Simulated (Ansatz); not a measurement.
## I (begun as A7 type, now sc) under strong compression

```xyz
2
Lattice="2.4512 -1.4152 4.0104 0.0000 2.8304 4.0104 -2.4512 -1.4152 4.0104" Properties=species:S:1:pos:R:3 pbc="T T T"
I     0.0000    0.0000    3.0078
I     0.0000    0.0000   -3.0078
```

The cell comes from a relaxation on PAW files under the same functional, begun from a prototype that needn't be the stable phase.

The start type wasn't kept: the relaxed cell is sc.

Its volume is scaled, and at each volume shape and atoms are relaxed on PAW files; all methods then take that cell.

All numbers are PBE results (scalar-relativistic) from Ansatz 0.2.0, with a Γ-centred 11×11×11 k mesh, Fermi–Dirac smearing of 0.1 eV, no spin polarisation. Methods: LAPW: all electrons, basis error target 1 meV/atom; PAW: frozen-core files, cutoff 420 eV; crystal datasets: all electrons, by PAW datasets that the program makes for each cell; norm-conserving: pseudopotentials, cutoff 952 eV; PAW (cutoff 800 eV): frozen-core files, cutoff 800 eV.

Energies are extrapolated to zero smearing and count from the unscaled cell; pressure is positive in compression; gaps take the mesh and a band path. No temperature or zero-point motion is included.

Spin–orbit coupling is left out, which matters for the heavy atoms. The structure type is held throughout; the real material can change phase at far lower pressure.

```json
{"V/V0": "1.00", "V (Å³/atom)": "41.74", "P LAPW (GPa)": "0.00", "ΔE LAPW (eV/atom)": "0.000", "P PAW − LAPW (GPa)": "-0.01", "ΔE PAW − LAPW (meV/atom)": "0.0", "space group": "Pm-3m", "shortest distance (Å)": "3.469"}
{"V/V0": "0.92", "V (Å³/atom)": "38.40", "P LAPW (GPa)": "?", "ΔE LAPW (eV/atom)": "0.019", "P PAW − LAPW (GPa)": "-0.01", "ΔE PAW − LAPW (meV/atom)": "-0.1", "space group": "Pm-3m", "shortest distance (Å)": "3.374"}
{"V/V0": "0.84", "V (Å³/atom)": "35.06", "P LAPW (GPa)": "6.15", "ΔE LAPW (eV/atom)": "0.101", "P PAW − LAPW (GPa)": "-0.01", "ΔE PAW − LAPW (meV/atom)": "-0.3", "space group": "Pm-3m", "shortest distance (Å)": "3.273"}
{"V/V0": "0.76", "V (Å³/atom)": "31.72", "P LAPW (GPa)": "?", "ΔE LAPW (eV/atom)": "0.288", "P PAW − LAPW (GPa)": "-0.01", "ΔE PAW − LAPW (meV/atom)": "-0.4", "space group": "Pm-3m", "shortest distance (Å)": "3.165"}
{"V/V0": "0.68", "V (Å³/atom)": "28.38", "P LAPW (GPa)": "23.7", "ΔE LAPW (eV/atom)": "0.654", "P PAW − LAPW (GPa)": "-0.02", "ΔE PAW − LAPW (meV/atom)": "-0.7", "space group": "Pm-3m", "shortest distance (Å)": "3.050"}
{"V/V0": "0.60", "V (Å³/atom)": "25.04", "P LAPW (GPa)": "42.8", "ΔE LAPW (eV/atom)": "1.326", "P PAW − LAPW (GPa)": "-0.02", "ΔE PAW − LAPW (meV/atom)": "-0.9", "space group": "Pm-3m", "shortest distance (Å)": "2.926"}
{"V/V0": "0.52", "V (Å³/atom)": "21.70", "P LAPW (GPa)": "70.8", "ΔE LAPW (eV/atom)": "2.492", "P PAW − LAPW (GPa)": "-0.03", "ΔE PAW − LAPW (meV/atom)": "-1.3", "space group": "Pm-3m", "shortest distance (Å)": "2.789"}
{"V/V0": "0.45", "V (Å³/atom)": "18.78", "P LAPW (GPa)": "111.1", "ΔE LAPW (eV/atom)": "4.115", "P PAW − LAPW (GPa)": "-0.03", "ΔE PAW − LAPW (meV/atom)": "-1.9", "space group": "Pm-3m", "shortest distance (Å)": "2.658"}
```

Q: Give the missing entry: row "0.92", column "P LAPW (GPa)".

A: 2.30.

Q: Give the missing entry: row "0.76", column "P LAPW (GPa)".

A: 12.64.

Q: At the smallest volume, how far do crystal datasets and norm-conserving and PAW (cutoff 800 eV) lie from LAPW in pressure?

A: crystal datasets: 0.00 GPa; norm-conserving: -0.51 GPa; PAW (cutoff 800 eV): -0.04 GPa, on a LAPW pressure of 111.1 GPa.
